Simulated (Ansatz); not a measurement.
Crystal: SnSe.

```xyz
2
Lattice="0.0000 3.0100 3.0100 3.0100 0.0000 3.0100 3.0100 3.0100 0.0000" Properties=species:S:1:pos:R:3 pbc="T T T"
Sn    0.0000    0.0000    0.0000
Se    3.0100    3.0100    3.0100
```

Measurements of this composition are mostly on another form, of space group No. 62.

A run of Ansatz 0.2.0 on this cell left the log below. Logs are shortened: lines on timing, memory, paths and dates and some standing lists are left out, and cuts for length are marked.

```text
Warning: RAYON_NUM_THREADS=1 ignored (pool sized by the plan → 1); use --threads N
Engine: ansatz 0.2.0, aarch64-unknown-linux-gnu
Pseudopotentials: kind: paw
Pseudopotential: Sn, paw, valence charge 14, recommended cutoff 420 eV (normal), Sn.paw.azcp
Pseudopotential: Se, paw, valence charge 16, recommended cutoff 420 eV (normal), Se.paw.azcp
Functional definition: PBE
  parameter kappa = 0.804
  parameter beta = 0.06672455060314922
  exchange = pbe_x(kappa = kappa, mu = beta*pi^2/3)
  correlation = pbe_c(beta = beta)
Crystal: 2 atoms, lattice volume = 54.542 Å³
Basis set: ecut = 420 eV, 1067 PW (Γ), exchange–correlation on 60×60×60 points (8 copies of the dense FFT grid, shifted against one another)
Bands: 19, of which v1, the nominal top of the filled ones, is band 15 counted from 1 (14 counted from 0)
Symmetry: 48 space group operations
Space group: Fm-3m (ITA 225), of the structure as read, at distance tolerance 3.8e-5 Å
k-points: 29 of 512
Non-local potential: Sn, projectors of the file, l = 0: 2, l = 1: 2, l = 2: 2, l = 3: 2
Non-local potential: Se, projectors of the file, l = 0: 2, l = 1: 2, l = 2: 3, l = 3: 1
PAW form: soft (Blöchl's): semilocal exchange-correlation on the pseudo side does not see the compensation charge
PAW one-centre angular grid: Sn, 590 points (default); XC on 64 Gauss nodes
PAW one-centre angular grid: Se, 590 points (default); XC on 64 Gauss nodes
Initial density: superposition of atomic densities (neutral atoms: chi_scale 0, normalization atom), corrected by the library's trained network
Initial wavefunctions: pseudopotential atomic-orbital guess
Functional: x = pbe(κ = 0.804, μ = 0.2195149727645171), c = pbe(β = 0.06672455060314922)
SCF iter   1: F=—  HF=-11494.162276 eV  |F-HF|=—  |Δ(HF+E_count)|=         —  Δρ=4.32e-4  dr2=4.46e-5  ethr=1.77e-3  ⟨swp⟩=5.9  Hψ=2651  notcnv=0
preconditioner: auto → none  [insulator: Δε(μ)=0.582 eV  Ē_g=17.403 eV  σ=0.050 eV  W_gap=0.99  n_scr=14 (ndim 8)  ℏωp=22.5 eV  f_vac=0.016  D(μ)=0.00/eV (n_scr^D=0)  ε∞_Penn≈2.7]
SCF iter   2: F=—  HF=-11494.161413 eV  |F-HF|=—  |Δ(HF+E_count)|=   8.63e-4  Δρ=3.38e-4  dr2=3.89e-5  ethr=1.49e-7  ⟨swp⟩=3.0  Hψ=1313  notcnv=0
SCF iter   3: F=—  HF=-11494.161417 eV  |F-HF|=—  |Δ(HF+E_count)|=   3.32e-6  Δρ=1.95e-4  dr2=1.05e-5  ethr=1.30e-7  ⟨swp⟩=2.8  Hψ=1107  notcnv=0
SCF iter   4: F=—  HF=-11494.161437 eV  |F-HF|=—  |Δ(HF+E_count)|=   2.03e-5  Δρ=6.03e-5  dr2=1.19e-6  ethr=3.51e-8  ⟨swp⟩=2.0  Hψ=987  notcnv=0
SCF iter   5: F=—  HF=-11494.161440 eV  |F-HF|=—  |Δ(HF+E_count)|=   2.46e-6  Δρ=2.99e-5  dr2=4.50e-7  ethr=3.96e-9  ⟨swp⟩=2.2  Hψ=747  notcnv=0
SCF iter   6: F=-11494.161439 eV  HF=-11494.161439 eV  |F-HF|=3.02e-8  |Δ(HF+E_count)|=   3.59e-7  Δρ=6.22e-6  dr2=1.86e-8  ethr=3.33e-10  ⟨swp⟩=6.2  Hψ=3501  notcnv=0
SCF 1 converged in 6 iterations: F = -11494.161439 eV  dr2 = 1.86e-8
  greatest PAW one-centre occupation: 1.000 electrons in one spin orbital (limit 2), on the Se atom at site 1 (counted from 0), in its partial waves of l = 2
SCF converged after 6 iterations
Free energy (F): -11494.161439 eV
Harris-Foulkes:  -11494.161439 eV  (|F-HF|=3.02e-8)
Internal energy: -11494.161389 eV  (E = F + TS)
E sigma→0 (E₀):  -11494.161414 eV
Entropy (-TS):   -0.000050 eV (-0.025 meV/atom)
Fermi energy:    9.353103 eV
--- Per-component energies (eV) ---
  E_band       = -476.407414
  E_kinetic    = 303.174088
  E_local      = -3323.932421  (includes V_loc(G=0)·N_el)
  E_nonlocal   = -628.540578
  E_hartree    = 1749.091431
  E_xc         = -487.618797
  E_vxc        = -194.863990  (∫ρ·V_xc dr)
  E_paw        = -6043.948550  (= ΣΔE_a)
  E_vpaw       = -130.418002  (= ΣTr[D̂ρ^β])
  E_aug_tail   = -0.000574  (compensation charges beyond the density's cutoff)
  E_ewald      = -3062.385987
  E_smearing   = -0.000050  (= −TS)
  E_closure    = -0.000000  (closes the sum)
  Σ components = -11494.161439   (vs F -11494.161439, Δ=0.00e0)
--- Forces (eV/Å), atoms counted from 1 ---
  atom   1  Sn    -0.00000000     0.00000000    -0.00000000
  atom   2  Se     0.00000000    -0.00000000    -0.00000000
  max |Σ_I F_I| component: 1.54e-30 eV/Å
--- Stress (GPa, compression-positive) ---
        0.925858       0.000000       0.000000
       -0.000000       0.925858       0.000000
        0.000000      -0.000000       0.925858
  P = ⅓ Tr σ = 0.9259 GPa (9.259 kbar)
--- Band table (eV; the first three rows and the last of 29) ---
  k-point 0: bands = ["-38.5946", "-38.5946", "-38.5930", "-38.5930", "-38.5930", "-12.5314", "-12.5314", "-12.5314", "-12.5289", "-12.5289", "-4.7901", "4.0112", "6.8888", "6.8888", "6.8888", "13.3975", "13.3975", "13.3975", "14.9510"]
  k-point 1: bands = ["-38.5946", "-38.5946", "-38.5930", "-38.5930", "-38.5930", "-12.5311", "-12.5310", "-12.5310", "-12.5286", "-12.5286", "-4.6811", "3.4315", "6.9083", "6.9083", "7.3474", "12.5267", "12.6688", "12.6688", "14.9349"]
  k-point 2: bands = ["-38.5946", "-38.5946", "-38.5930", "-38.5930", "-38.5930", "-12.5335", "-12.5335", "-12.5302", "-12.5244", "-12.5244", "-4.3877", "2.3511", "6.9745", "6.9745", "8.0956", "11.2316", "11.5215", "11.5215", "15.2365"]
  k-point 28: bands = ["-38.5946", "-38.5946", "-38.5929", "-38.5929", "-38.5928", "-12.5483", "-12.5280", "-12.5261", "-12.5261", "-12.5140", "-3.5556", "2.1728", "4.3776", "4.3776", "8.2699", "10.5740", "13.8467", "13.8467", "16.3050"]
```

Task: Write the input and the command behind it.

Result: Single point with PBE, no spin polarisation. The files as run (others can give the same):

input.yaml
```yaml
crystal:
  lattice:
    - [0.0, 3.01, 3.01]
    - [3.01, 0.0, 3.01]
    - [3.01, 3.01, 0.0]
  atoms:
    - { symbol: Sn, position: [0.0, 0.0, 0.0] }
    - { symbol: Se, position: [0.5, 0.5, 0.5] }
hamiltonian:
  xc: pbe
  pseudopotentials: { kind: paw }
kpoints:
  mp_grid: { grid: [8, 8, 8] }
scf:
  occupations: { method: fermi_dirac, width: 0.05 }
output:
  forces: true
  stress: true
  eigenvalues: true
  write_density: true
  write_potential: true
  elf: true
  volumetric_format: npy
```

Potentials or basis: Ansatz PAW.
Run with:
```console
$ ansatz run input.yaml --threads 1 --pin off --max-ram 2560MiB --backend cpu --events-out ev --progress --plain --runs-dir out
```

Caveat: spin-orbit coupling is left out, which moves the levels of the heavy elements.
